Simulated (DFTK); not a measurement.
Wanted: the native input for a DFTK 0.8.2 run.

```
Task                         : single point
Functional                   : PBE
Potentials or basis          : dojo.nc.sr.pbe.v0_4_1.standard.upf (PBE)
Cutoff                       : 1088 eV
k mesh                       : 10 × 10 × 2
Occupations                  : fermi-dirac, width 0.05 eV
Spin                         : no spin polarisation
Valence electrons            : Mo 14, S 6
SCF tolerance on the density : 1e-06
```

The system is MoS2, a slab with vacuum.

```
Mo S
1.0
     3.18454    0.00000    0.00000
    -1.59227    2.75789    0.00000
     0.00000    0.00000   21.67053
Mo S
2 4
Direct
  0.33333 0.66667 0.85116
  0.66667 0.33333 0.14884
  0.66667 0.33333 0.77963
  0.33333 0.66667 0.07725
  0.66667 0.33333 0.92275
  0.33333 0.66667 0.22037
```

One way to write it, as run:

run.jl

```julia
using DFTK
using PseudoPotentialData
using Unitful, UnitfulAtomic
using LinearAlgebra, Printf
include("save.jl")
disable_threading()

# lattice vectors are the columns
lattice = austrip(1u"Å") * [   3.184541456   -1.592270728            0.0;
                      0.0   2.7578938003            0.0;
                      0.0            0.0    21.67053472]
symbols   = [:Mo, :Mo, :S, :S, :S, :S]
positions = [[0.3333333333, 0.6666666667, 0.85116023],
             [0.6666666667, 0.3333333333, 0.14883977],
             [0.6666666667, 0.3333333333, 0.77962539],
             [0.3333333333, 0.6666666667, 0.077251],
             [0.6666666667, 0.3333333333, 0.922749],
             [0.3333333333, 0.6666666667, 0.22037461]]
pseudopotentials = PseudoFamily("dojo.nc.sr.pbe.v0_4_1.standard.upf")
elements = Dict(s => ElementPsp(s, pseudopotentials) for s in unique(symbols))
atoms    = [elements[s] for s in symbols]

build_model(lattice, positions; symmetries=true) =
    model_DFT(lattice, atoms, positions;
              functionals=PBE(),
              temperature=austrip(0.05u"eV"),
              smearing=Smearing.FermiDirac(),
              symmetries)
Ecut  = 40.0  # hartree
kgrid = [10, 10, 2]
tol   = 1e-6
to_GPa = ustrip(uconvert(u"GPa", 1u"hartree/bohr^3"))

model = build_model(lattice, positions)
basis = PlaneWaveBasis(model; Ecut, kgrid)
display(basis)
scfres = self_consistent_field(basis;
                               tol,
                               nbandsalg=AdaptiveBands(model; n_bands_converge=33))
display(scfres.energies)
@printf "Fermi level: %.6f eV\n" ustrip(auconvert(u"eV", something(scfres.εF, NaN)))
forces = compute_forces_cart(scfres)
println("Forces (eV/Å)")
for (s, f) in zip(symbols, forces)
    @printf "%-3s %12.6f %12.6f %12.6f\n" s ustrip.(auconvert.(u"eV/Å", f))...
end
stress = compute_stresses_cart(scfres)
println("Stress (GPa)")
display(round.(stress * to_GPa; digits=4))
println("Levels at the first k-point (eV): ", round.(ustrip.(auconvert.(u"eV", scfres.eigenvalues[1][1:scfres.n_bands_converge])); digits=4))
save_scf!(scfres; forces, stress)
```

Potentials or basis: dojo.nc.sr.pbe.v0_4_1.standard.upf (PBE).

Launch:

```bash
$ julia --threads=1 run.jl  # save.jl only writes the numbers to a file and isn't shown; printed stress counts tension as positive; times include loading and compiling
```

Results of the run:

```yaml
Largest_force: 0.241 eV/Å
Band_gap_on_the_k_mesh: 1.39 eV, indirect (least direct gap 1.89 eV)
```

Run time: 21 min on 1 thread of Intel(R) Xeon(R) Platinum 8259CL CPU @ 2.50GHz (Skylake/Cascade Lake), on a shared host, peak memory 5.5 GiB.
